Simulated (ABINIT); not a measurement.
The system is Pd.

```
Pd
1.0
    -1.57228    1.57228    1.57228
     1.57228   -1.57228    1.57228
     1.57228    1.57228   -1.57228
Pd
1
Direct
  0.00000 0.00000 0.00000
```

This isn't the form of Pd at room conditions, which is fcc.

Base run:

- Program: ABINIT 10.8.3 (patched build)
- Functional: r2SCAN
- Potentials or basis: JTH PAW PBE v2.0
- Cutoff: 707 eV
- k mesh: 12 × 12 × 12
- Occupations: fermi-dirac, width 0.05 eV
- Spin: no spin polarisation

Its results: band gap on the k mesh none (metal or under the smearing width); pressure -3.8 GPa.

Task: The run is repeated on the same cell with these changes: functional from r2SCAN to PBEsol. What comes out?

Result: Band gap on the k mesh none (metal or under the smearing width); pressure -10.4 GPa.

Caveats: the PAW data sets were made with another functional, which shifts forces and pressure a little.
